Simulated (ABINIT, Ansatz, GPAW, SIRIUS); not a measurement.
# Ta2N: programs and potentials compared

```
Ta N
1.0
     3.11286    0.00000    0.00000
    -1.55643    2.69582    0.00000
     0.00000    0.00000    4.86984
Ta N
2 1
Direct
  0.32460 0.65342 0.25129
  0.69069 0.34223 0.74321
  0.99834 0.00588 0.00396
```

The cell comes from a database or a generator and needn't be the stable form of this composition.

Atoms were shifted at random by some hundredths of an Å from the given cell, which wasn't relaxed again for these runs.

Alike in all runs: task single point; functional PBEsol; k mesh 10 × 10 × 6; occupations fermi-dirac, width 0.05 eV; no spin polarisation; no spin-orbit coupling. Pressure is positive in compression and, in plane waves, holds the error of the finite cutoff, which Ansatz's Pulay term estimates and takes out.

| program and potentials | plane-wave cutoff (eV) | notes | band gap (eV) | pressure (GPa) | largest force (eV/Å) | energy over the undisturbed cell (meV/atom) |
| --- | --- | --- | --- | --- | --- | --- |
| Ansatz, Ansatz PAW | 420 | potentials made for PBE, which Ansatz adapts in part; Pulay term of +0.29 GPa included | no gap | -8.42 | 0.760 | 9.21 |
| ABINIT, PseudoDojo NC SR PBEsol v0.4.1 standard | 1143 | - | no gap | -8.49 | 0.747 | - |
| SIRIUS, PseudoDojo 0.4.1 PBEsol standard (scalar relativistic) | 1152 | - | no gap | -8.49 | 0.747 | - |
| GPAW, PAW data sets generated for this functional | 800 | - | no gap | -8.31 | 0.774 | 9.56 |
| Ansatz, all-electron LAPW, scalar-relativistic | - | - | no gap | -8.38 | 0.752 | - |

Force on atom 3 (N), eV/Å:

```
                                        program and potentials      x       y       z
                                            Ansatz, Ansatz PAW  0.480  -0.370  -0.458
               ABINIT, PseudoDojo NC SR PBEsol v0.4.1 standard  0.472  -0.362  -0.452
SIRIUS, PseudoDojo 0.4.1 PBEsol standard (scalar relativistic)  0.472  -0.362  -0.452
             GPAW, PAW data sets generated for this functional  0.491  -0.376  -0.466
                Ansatz, all-electron LAPW, scalar-relativistic  0.476  -0.365  -0.453
```

None finds a gap. The pressure spans -8.49 (SIRIUS, PseudoDojo 0.4.1 PBEsol standard (scalar relativistic)) to -8.31 GPa (GPAW, PAW data sets generated for this functional), with all-electron results at -8.38.

Differences between rows come from potentials, basis sets and numerical settings, since the functional is the same but for its coding. Runs on potential files found faulty are left out.
